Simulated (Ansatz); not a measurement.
# What a change of settings does to a run on Cd

The cell is COD entry 9008490, as deposited and not checked against the literature; nothing was relaxed. The listed cell was then made from it by scaling, straining or moving an atom.

First run: DFT, PBE, PAW with Ansatz's default frozen-core files, scalar-relativistic (Ansatz 0.2.0).

Command: `ansatz run input.yaml --threads 1 --pin off --max-ram 2048MiB --backend cpu --events-out ev --progress --plain --runs-dir out` The run took 6 s on 1 thread of Arm Neoverse V1, on a shared host.

```yaml
crystal:
  lattice:
    - [3.0372966056, 0.0, 0.0]
    - [-1.5186483028, 2.6303760192, 0.0]
    - [0.0, 0.0, 5.7278279719]
  atoms:
    - { symbol: Cd, position: [0.3333333333, 0.6666666667, 0.25] }
    - { symbol: Cd, position: [0.6666666667, 0.3333333333, 0.75] }
kpoints:
  mp_grid: { grid: [16, 16, 7] }
scf:
  occupations: { method: fermi_dirac, width: 0.05 }
hamiltonian:
  xc: pbe
  pseudopotentials: { kind: paw }
output:
  forces: true
  stress: true
  eigenvalues: true
  efg: { contact_densities: true }
```

Result: converged; pressure -0.18 GPa; no gap on the k mesh; 6 SCF iterations.

The input is then changed:

```diff
@@ -11,4 +11,5 @@
 scf:
   occupations: { method: fermi_dirac, width: 0.05 }
+  convergence: { dr2_threshold: 0.0001 }
 hamiltonian:
   xc: pbe
@@ -19,3 +20,7 @@
   eigenvalues: true
   efg: { contact_densities: true }
+  write_density: true
+  write_potential: true
+  elf: true
+  volumetric_format: npy
```

Task: What does the second run give?

Result: It converged; energy at zero smearing 0.0 meV/atom from the first run; pressure -0.18 GPa; no gap on the k mesh; 6 SCF iterations. Some of these settings are too coarse for converged properties.
